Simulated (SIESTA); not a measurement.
Crystal: TiPt3.

```
Pt Ti
1.0
     3.89700    0.00000    0.00000
     0.00000    3.89700    0.00000
     0.00000    0.00000    3.89700
Pt Ti
3 1
Direct
  0.50000 0.50000 0.00000
  0.50000 0.00000 0.50000
  0.00000 0.50000 0.50000
  0.00000 0.00000 0.00000
```

Base run:

```yaml
Program: SIESTA 5.4.2
Functional: PBEsol
Potentials_or_basis: PseudoDojo 0.4 standard (PBEsol files)
Basis: TZP (energy shift 0.003 Ry; two zetas on semicore shells)
Grid_cutoff: 800 Ry
Energy_shift: 0.003 Ry
k_mesh: 7 × 7 × 7
Occupations: fermi-dirac, width 0.05 eV
Spin: no spin polarisation
```

Its results: band gap on the k mesh none (metal or under the smearing width); pressure 3.0 GPa.

The run is repeated on the same cell with these changes: basis from TZP (energy shift 0.003 Ry; two zetas on semicore shells) to DZ (energy shift 0.003 Ry; two zetas on semicore shells). What comes out?

Band gap on the k mesh none (metal or under the smearing width); pressure -1.0 GPa.

Caveats: short orbitals over semicore shells can move pressures by several GPa; spin-orbit coupling is left out, which moves the levels of the heavy elements; the basis of atomic orbitals isn't converged, which shifts pressures, moduli and gaps; the basis has no polarisation orbitals (some runs).
